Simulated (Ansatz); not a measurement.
This script makes relaxations under a series of pressures of Si, space group P6/mmm with Ansatz's Python interface.

`compress_si.py`:
```python
'''Volume and enthalpy of Si against pressure.'''

import ansatz as az
import numpy as np
import pandas as pd
from pymatgen.core import Lattice, Structure
from pymatgen.io.ase import AseAtomsAdaptor

def edges_and_angles(cell):
    cell = np.asarray(cell)
    a, b, c = np.linalg.norm(cell, axis=1)
    cosines = cell[1] @ cell[2] / (b * c), cell[0] @ cell[2] / (a * c), cell[0] @ cell[1] / (a * b)
    return (a, b, c, *np.degrees(np.arccos(cosines)))

pmg_structure = Structure(
    Lattice([(2.527, 0.0, 0.0), (-1.2635, 2.188446, 0.0), (0.0, 0.0, 2.373)]),
    ['Si'],
    [
        (0.0, 0.0, 0.0),
    ],
)
xtal = az.Crystal.from_ase(AseAtomsAdaptor.get_atoms(pmg_structure))

calculation = (
    xtal.calculation()
    .basis(21 * az.Ha)
    .kpoints(length=24)
    .occupations('cold')
)

# H = F + PV, with 1 GPa A^3 = 1/160.21766 eV
rows = []
for pressure in [-2, 0, 2, 5, 10]:
    res = calculation.relax(cell=True, pressure=pressure, force_tolerance=0.02).run()
    cell = res.lattice.cell_ang
    n_atoms = len(res.lattice.sites)
    volume = abs(np.linalg.det(cell)) / n_atoms
    enthalpy = res.report['free_energy_ev'] / n_atoms + pressure * volume / 160.21766
    rows.append((pressure, volume, enthalpy, *edges_and_angles(cell)))
    print(f'{pressure} GPa done: {volume:.4f} A^3/atom')

table = pd.DataFrame(rows, columns=['P_GPa', 'V_A3_atom', 'H_eV_atom', 'a', 'b', 'c', 'alpha', 'beta', 'gamma'])
print(table.round(4).to_string(index=False))
p, v = np.array([row[0] for row in rows], float), np.array([row[1] for row in rows])
print('mean bulk modulus between rows (GPa):', np.round(-np.diff(p) / np.diff(np.log(v)), 1))
```

Its results, one of them left out:

| P (GPa) | relaxed V (Å³/atom) |
| --- | --- |
| -2 | 15.428 |
| 0 | 15.130 |
| 2 | 14.861 |
| 5 | 14.500 |
| 10 | ? |

What volume does the cell relax to at 10 GPa?

Murnaghan's form V = V0 (1 + B' P / B0)^(-1/B') through the 4 rows shown gives V0 = 15.130 Å³, B0 = 107.1 GPa and B' = 4.36, and so 13.990 Å³ an atom at 10 GPa. The run gave 13.986 Å³, 0.03 % away.

What to keep in mind:
- At a fixed pressure a relaxation lowers the enthalpy F + PV, while F alone can rise.
- The mesh is modest for a metal, so energies can be off by several to tens of meV an atom and pressures by half a GPa or more; differences at equal mesh fare better.
- No functional is typed, so the default, PBE, holds.
- This isn't the structure that Si takes at ambient conditions.
- Symmetry holds the cell in this phase, whether or not it is the stable one at each pressure.
- Timing: 26 s on 1 thread of Arm Neoverse V1, with other jobs on the host, peak memory 0.45 GiB.
